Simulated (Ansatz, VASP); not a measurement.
# V in VASP and in Ansatz

INCAR

```
PREC = Accurate ; ENCUT = 520
EDIFF = 1E-7 ; ISMEAR = 0
SIGMA = 0.15 ; LREAL = F
LASPH = T ; NELM = 100
ALGO = Fast ; ISIF = 2
LWAVE = F ; LCHARG = F
GGA = PS ; NBANDS = 12
```

The input KPOINTS:

```
Automatic mesh
0
Gamma
  22 22 22
```

The input POSCAR:

```
V
1.0
   -1.6264750000      1.6264750000      1.5130000000
    1.6264750000     -1.6264750000      1.5130000000
    1.3995250000      1.3995250000     -1.5130000000
V
1
Direct
    0.0000000000      0.0000000000      0.0000000000
```

Input for Ansatz:

```yaml
crystal:
  lattice:
    - [-1.626475, 1.626475, 1.513]
    - [1.626475, -1.626475, 1.513]
    - [1.399525, 1.399525, -1.513]
  atoms:
    - { symbol: V, position: [0.0, 0.0, 0.0] }
basis:
  ecutwfc: 420
kpoints:
  mp_grid: { grid: [22, 22, 22] }
hamiltonian:
  xc: pbesol
scf:
  occupations: { method: gaussian, width: 0.15 }
output:
  forces: true
  stress: true
  eigenvalues: true
```

Change from the starting cell: strain -0.1500 x Voigt [0, 0, 0, 0, 0, 1], atoms carried along.

Alike in both runs: task single point; functional PBEsol; k mesh 22 × 22 × 22; occupations gaussian, width 0.15 eV; no spin polarisation.

|  | VASP | Ansatz |
| --- | --- | --- |
| version | VASP 6.6.1 | Ansatz 0.2.0 |
| potentials or method | VASP PAW PBE potentials, release 64 (V_sv) | scalar-relativistic, plane waves, PAW |
| plane-wave cutoff (eV) | 520 | 420 |
| valence electrons in the cell | 13 | 13 |

```tsv
	VASP	Ansatz	Ansatz less VASP
gap on the k mesh at the Fermi level (eV)	none	none	-
pressure (GPa)	-10.3	-10.5	-0.22
largest component of the traceless stress (GPa)	3.88	3.88	-0.002
```

A gap of «none» marks a metal or a gap that the smearing closes. The functional is the same, so the differences come from potentials, cutoffs and numerics.

Caveats: the PAW data sets were made with another functional, which shifts forces and pressure a little (VASP).
